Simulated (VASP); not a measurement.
Consider the following.

```
CELL_PARAMETERS angstrom
      1.35000    -2.33827     0.00000
      1.35000     2.33827     0.00000
      0.00000     0.00000     4.38000
ATOMIC_POSITIONS crystal
  Be 0.70042 0.38847 0.50000
  Be 0.33333 0.66667 0.00000
  O  0.66667 0.33333 0.87800
  O  0.33333 0.66667 0.37800
```

These are PBE GGA, VASP's PBE PAW potentials (set 64) (plane waves; VASP) values and carry that method's errors. Run with 520 eV cut-off, 7×7×4 Γ-centred mesh, Gaussian smearing of 0.050 eV, potentials Be O.

**Question.** The ions are relaxed. Give the cell that the relaxation ends in.

**Answer.** 
```
CELL_PARAMETERS angstrom
      1.35000    -2.33827     0.00000
      1.35000     2.33827     0.00000
      0.00000     0.00000     4.38000
ATOMIC_POSITIONS crystal
  Be 0.67515 0.34728 0.50009
  Be 0.34161 0.68015 0.00011
  O  0.67504 0.34705 0.87789
  O  0.34196 0.68066 0.37791
```
Space group P6_3mc (186), at a tolerance of 0.03 Å.

**Question.** How much energy does the relaxation gain?

**Answer.** The energy (σ→0) changes by -20.8 meV/atom, in 11 ionic steps.

The compound is BeO in the wurtzite structure. In the starting cell atoms are displaced from their ideal sites. This run relaxes the ions in a fixed cell.
